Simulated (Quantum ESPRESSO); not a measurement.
Here is a Quantum ESPRESSO 7.5 calculation.

Contents of pw.in:

```
&CONTROL
  calculation = 'scf'
  prefix = 'pwscf'
  outdir = './tmp'
  pseudo_dir = './pseudo'
  tprnfor = .true.
  tstress = .true.
  disk_io = 'low'
/
&SYSTEM
  ibrav = 0
  nat = 2
  ntyp = 1
  ecutwfc = 70
  nbnd = 21
  input_dft = 'pw91'
  occupations = 'smearing'
  smearing = 'fd'
  degauss = 0.00367493
/
&ELECTRONS
  conv_thr = 4d-10
  electron_maxstep = 120
  mixing_beta = 0.5
/
ATOMIC_SPECIES
Sn   118.7100 Sn_ONCV_PBE-1.2.upf
CELL_PARAMETERS angstrom
   0.0000000000    3.2333428000    3.2333428000
   3.2333428000    0.0000000000    3.2333428000
   3.2333428000    3.2333428000    0.0000000000
ATOMIC_POSITIONS crystal
Sn     0.7500000000    0.7500000000    0.7500000000
Sn     0.5000000000    0.5000000000    0.5000000000
K_POINTS automatic
7 7 7 0 0 0
```

File pp_density.in:

```
&INPUTPP
  prefix = 'pwscf'
  outdir = './tmp'
  filplot = 'density.dat'
  plot_num = 0
/
&PLOT
  nfile = 1
  filepp(1) = 'density.dat'
  iflag = 3
  output_format = 6
  fileout = 'density.cube'
/
```

The input pp_potential.in:

```
&INPUTPP
  prefix = 'pwscf'
  outdir = './tmp'
  filplot = 'potential.dat'
  plot_num = 11
/
&PLOT
  nfile = 1
  filepp(1) = 'potential.dat'
  iflag = 3
  output_format = 6
  fileout = 'potential.cube'
/
```

The input pp_elf.in:

```
&INPUTPP
  prefix = 'pwscf'
  outdir = './tmp'
  filplot = 'elf.dat'
  plot_num = 8
/
&PLOT
  nfile = 1
  filepp(1) = 'elf.dat'
  iflag = 3
  output_format = 6
  fileout = 'elf.cube'
/
```

Contents of bands.in:

```
&CONTROL
  calculation = 'bands'
  prefix = 'pwscf'
  outdir = './tmp'
  pseudo_dir = './pseudo'
  disk_io = 'low'
  verbosity = 'high'
/
&SYSTEM
  ibrav = 0
  nat = 2
  ntyp = 1
  ecutwfc = 70
  nbnd = 21
  input_dft = 'pw91'
  occupations = 'smearing'
  smearing = 'fd'
  degauss = 0.00367493
/
&ELECTRONS
  conv_thr = 1d-08
  electron_maxstep = 120
  mixing_beta = 0.5
  diago_full_acc = .true.
  startingwfc = 'random'
/
ATOMIC_SPECIES
Sn   118.7100 Sn_ONCV_PBE-1.2.upf
CELL_PARAMETERS angstrom
   0.0000000000    3.2333428000    3.2333428000
   3.2333428000    0.0000000000    3.2333428000
   3.2333428000    3.2333428000    0.0000000000
ATOMIC_POSITIONS crystal
Sn     0.7500000000    0.7500000000    0.7500000000
Sn     0.5000000000    0.5000000000    0.5000000000
K_POINTS crystal
60
 0.0000000000  0.0000000000  0.0000000000 1
 0.0625000000  0.0000000000  0.0625000000 1
 0.1250000000  0.0000000000  0.1250000000 1
 0.1875000000  0.0000000000  0.1875000000 1
 0.2500000000  0.0000000000  0.2500000000 1
 0.3125000000  0.0000000000  0.3125000000 1
 0.3750000000  0.0000000000  0.3750000000 1
 0.4375000000  0.0000000000  0.4375000000 1
 0.5000000000  0.0000000000  0.5000000000 1
 0.5000000000  0.0625000000  0.5625000000 1
 0.5000000000  0.1250000000  0.6250000000 1
 0.5000000000  0.1875000000  0.6875000000 1
 0.5000000000  0.2500000000  0.7500000000 1
 0.4375000000  0.3125000000  0.7500000000 1
 0.3750000000  0.3750000000  0.7500000000 1
 0.3375000000  0.3375000000  0.6750000000 1
 0.3000000000  0.3000000000  0.6000000000 1
 0.2625000000  0.2625000000  0.5250000000 1
 0.2250000000  0.2250000000  0.4500000000 1
 0.1875000000  0.1875000000  0.3750000000 1
 0.1500000000  0.1500000000  0.3000000000 1
 0.1125000000  0.1125000000  0.2250000000 1
 0.0750000000  0.0750000000  0.1500000000 1
 0.0375000000  0.0375000000  0.0750000000 1
 0.0000000000  0.0000000000  0.0000000000 1
 0.0625000000  0.0625000000  0.0625000000 1
 0.1250000000  0.1250000000  0.1250000000 1
 0.1875000000  0.1875000000  0.1875000000 1
 0.2500000000  0.2500000000  0.2500000000 1
 0.3125000000  0.3125000000  0.3125000000 1
 0.3750000000  0.3750000000  0.3750000000 1
 0.4375000000  0.4375000000  0.4375000000 1
 0.5000000000  0.5000000000  0.5000000000 1
 0.5250000000  0.4500000000  0.5250000000 1
 0.5500000000  0.4000000000  0.5500000000 1
 0.5750000000  0.3500000000  0.5750000000 1
 0.6000000000  0.3000000000  0.6000000000 1
 0.6250000000  0.2500000000  0.6250000000 1
 0.5833333333  0.2500000000  0.6666666667 1
 0.5416666667  0.2500000000  0.7083333333 1
 0.5000000000  0.2500000000  0.7500000000 1
 0.5000000000  0.2857142857  0.7142857143 1
 0.5000000000  0.3214285714  0.6785714286 1
 0.5000000000  0.3571428571  0.6428571429 1
 0.5000000000  0.3928571429  0.6071428571 1
 0.5000000000  0.4285714286  0.5714285714 1
 0.5000000000  0.4642857143  0.5357142857 1
 0.5000000000  0.5000000000  0.5000000000 1
 0.4821428571  0.4821428571  0.5357142857 1
 0.4642857143  0.4642857143  0.5714285714 1
 0.4464285714  0.4464285714  0.6071428571 1
 0.4285714286  0.4285714286  0.6428571429 1
 0.4107142857  0.4107142857  0.6785714286 1
 0.3928571429  0.3928571429  0.7142857143 1
 0.3750000000  0.3750000000  0.7500000000 1
 0.6250000000  0.2500000000  0.6250000000 1
 0.5937500000  0.1875000000  0.5937500000 1
 0.5625000000  0.1250000000  0.5625000000 1
 0.5312500000  0.0625000000  0.5312500000 1
 0.5000000000  0.0000000000  0.5000000000 1
```

Potentials or basis: SG15 PBE 1.2.

Launch:

```bash
$ OMP_NUM_THREADS=1 pw.x -in pw.in > pw.out
$ OMP_NUM_THREADS=1 pp.x -in pp_density.in > pp_density.out
$ OMP_NUM_THREADS=1 pp.x -in pp_potential.in > pp_potential.out
$ OMP_NUM_THREADS=1 pp.x -in pp_elf.in > pp_elf.out
$ OMP_NUM_THREADS=1 pw.x -in bands.in > bands.out
```

(1) What does it give for the pressure?

(2) Predict the band gap on the k mesh.

Results:

(1) 3.6 GPa.

(2) none (metal or under the smearing width).

Caveat: the potentials were made for another functional, which shifts forces and pressure; spin-orbit coupling is left out, which moves the levels of the heavy elements.
